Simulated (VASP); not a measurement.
# Settings for GaP: band structure

GaP, F-43m (no. 216), 2 atoms in the cell. TB-mBJ; PAW potentials Ga_d, P (PBE set). VASP 6.6.1.

Wanted: band energies at the path's corners within 0.02 eV; smallest gap over path and mesh within 0.01 eV.

What the run is for: bands; Accuracy asked: standard; Route: KPOINTS_OPT.

Band energies at the path's corners: counted from the valence top.

POSCAR:
```
GaP
1.0
    0.0000000000      2.7252500000      2.7252500000
    2.7252500000      0.0000000000      2.7252500000
    2.7252500000      2.7252500000      0.0000000000
Ga P
1 1
Direct
    0.0000000000      0.0000000000      0.0000000000
    0.7500000000      0.7500000000      0.7500000000
```

The series start from Plane-wave cutoff (eV): 330; k-point mesh: 6 × 6 × 6; k points a path segment: 12; Electronic threshold (eV): 1e-6; Precision mode (PREC): Accurate; Bands in all (NBANDS): 21; Aspherical gradient terms in the spheres (LASPH): yes. Each series keeps the choices made before it, and each single choice may use up half of a tolerance. Times cover all steps of a run.

## Plane-wave cutoff (eV)

| Plane-wave cutoff (eV) | Band energies at the path's corners, largest deviation (eV) | Smallest gap over path and mesh (eV) | Time (s) |
|---|---|---|---|
| 230 | 0.047 | 2.428 | 26 |
| 280 | 0.021 | 2.392 | 29 |
| 330 | 0.009 | 2.389 | 34 |
| 370 | 0.005 | 2.390 | 32 |
| 460 | 0.002 | 2.388 | 57 |
| 580 (reference) | 0.000 | 2.390 | 69 |

Chosen: 330, the loosest value from which every tighter one stays within half of the tolerance.

## k-point mesh

| k-point mesh | Band energies at the path's corners, largest deviation (eV) | Smallest gap over path and mesh (eV) | Time (s) |
|---|---|---|---|
| 2 × 2 × 2 | 0.479 | 2.786 | 28 |
| 3 × 3 × 3 | 0.133 | 2.484 | 24 |
| 4 × 4 × 4 | 0.043 | 2.415 | 27 |
| 5 × 5 × 5 | 0.015 | 2.396 | 25 |
| 6 × 6 × 6 | 0.005 | 2.389 | 34 |
| 7 × 7 × 7 | 0.002 | 2.381 | 31 |
| 9 × 9 × 9 (reference) | 0.000 | 2.385 | 43 |

Chosen: 6 × 6 × 6.

## Electronic threshold (eV)

| Electronic threshold (eV) | Band energies at the path's corners, largest deviation (eV) | Smallest gap over path and mesh (eV) | Time (s) |
|---|---|---|---|
| 0.001 | 0.010 | 2.384 | 19 |
| 0.0001 | 0.000 | 2.383 | 26 |
| 1e-5 | 0.000 | 2.383 | 27 |
| 1e-6 | 0.000 | 2.383 | 39 |
| 1e-7 (reference) | 0.000 | 2.383 | 35 |

Chosen: 0.0001.

## Precision mode (PREC)

| Precision mode (PREC) | Band energies at the path's corners, largest deviation (eV) | Smallest gap over path and mesh (eV) | Time (s) |
|---|---|---|---|
| SingleN | 0.263 | 2.592 | 18 |
| Normal | 0.018 | 2.393 | 20 |
| Accurate (reference) | 0.000 | 2.383 | 26 |

Chosen: Accurate; the one before it in the list is off by more than half of the tolerance.

## Bands in all (NBANDS)

| Bands in all (NBANDS) | Band energies at the path's corners, largest deviation (eV) | Smallest gap over path and mesh (eV) | Time (s) |
|---|---|---|---|
| 11 | 0.001 | 2.383 | 18 |
| 12 | 0.001 | 2.383 | 16 |
| 13 | 0.001 | 2.383 | 17 |
| 15 | 0.000 | 2.383 | 20 |
| 21 | 0.000 | 2.383 | 26 |
| 31 (reference) | 0.000 | 2.383 | 30 |

Chosen: 11.

## Aspherical gradient terms in the spheres (LASPH)

| Aspherical gradient terms in the spheres (LASPH) | Band energies at the path's corners, largest deviation (eV) | Smallest gap over path and mesh (eV) | Time (s) |
|---|---|---|---|
| no | 0.016 | 2.398 | 10 |
| yes (reference) | 0.000 | 2.383 | 18 |

Chosen: yes; the one before it in the list is off by more than half of the tolerance.

Also changed on the way, by series that aren't shown: k points a path segment: 8.

## All choices together

| Input | Band energies at the path's corners, largest deviation (eV) | Smallest gap over path and mesh (eV) | Time (s) |
|---|---|---|---|
| the program's defaults (naive) | 0.075 | 2.448 | 7.8 |
| chosen settings | 0.010 | 2.383 | 18 |
| reference settings throughout | 0.000 | 2.381 | 266 |

The tolerance is met.

## The input

INCAR.step1:
```
SYSTEM = GaP
ALGO = Normal
EDIFF = 1E-4
EFERMI = MIDGAP
ENCUT = 330
GGA = PE
GGA_COMPAT = .FALSE.
ISMEAR = 0
LASPH = .TRUE.
LCHARG = .FALSE.
LREAL = .FALSE.
LWAVE = .TRUE.
NBANDS = 11
NELM = 120
PREC = Accurate
SIGMA = 0.03
```

INCAR.step2, as INCAR.step1 but for:
```
- GGA = PE
- LWAVE = .TRUE.
+ ISTART = 1
+ LMIXTAU = .TRUE.
+ LWAVE = .FALSE.
+ METAGGA = MBJ
```

KPOINTS:
```
Automatic mesh
0
Gamma
  6 6 6
  0 0 0
```

KPOINTS_OPT:
```
path GXWKGLUWLK,UX
8
line-mode
reciprocal
 0.0000000000  0.0000000000  0.0000000000  G
 0.5000000000  0.0000000000  0.5000000000  X

 0.5000000000  0.0000000000  0.5000000000  X
 0.5000000000  0.2500000000  0.7500000000  W

 0.5000000000  0.2500000000  0.7500000000  W
 0.3750000000  0.3750000000  0.7500000000  K

 0.3750000000  0.3750000000  0.7500000000  K
 0.0000000000  0.0000000000  0.0000000000  G

 0.0000000000  0.0000000000  0.0000000000  G
 0.5000000000  0.5000000000  0.5000000000  L

 0.5000000000  0.5000000000  0.5000000000  L
 0.6250000000  0.2500000000  0.6250000000  U

 0.6250000000  0.2500000000  0.6250000000  U
 0.5000000000  0.2500000000  0.7500000000  W

 0.5000000000  0.2500000000  0.7500000000  W
 0.5000000000  0.5000000000  0.5000000000  L

 0.5000000000  0.5000000000  0.5000000000  L
 0.3750000000  0.3750000000  0.7500000000  K

 0.6250000000  0.2500000000  0.6250000000  U
 0.5000000000  0.0000000000  0.5000000000  X
```

Commands (each step's output is kept before the next begins):
```
cat potpaw_PBE.64/Ga_d/POTCAR potpaw_PBE.64/P/POTCAR > POTCAR
cp INCAR.step1 INCAR
mpirun -np 1 vasp_std > vasp.out
cp INCAR.step2 INCAR
mpirun -np 1 vasp_std > vasp.out
```

The chosen input took VASP 6.6.1 18 s on 1 core (Intel Xeon Platinum 8488C (Sapphire Rapids)), a shared host.

## An input that fails: cutoff far too low

It runs to its end, but against the unchanged starting input it is off by 3.315 eV in the band energies at the path's corners, 2.389 eV in the smallest gap over path and mesh.

Changes against the starting input:
```
(all steps)
- NELM = 120
- ENCUT = 330
+ NELM = 62
+ ENCUT = 100
```
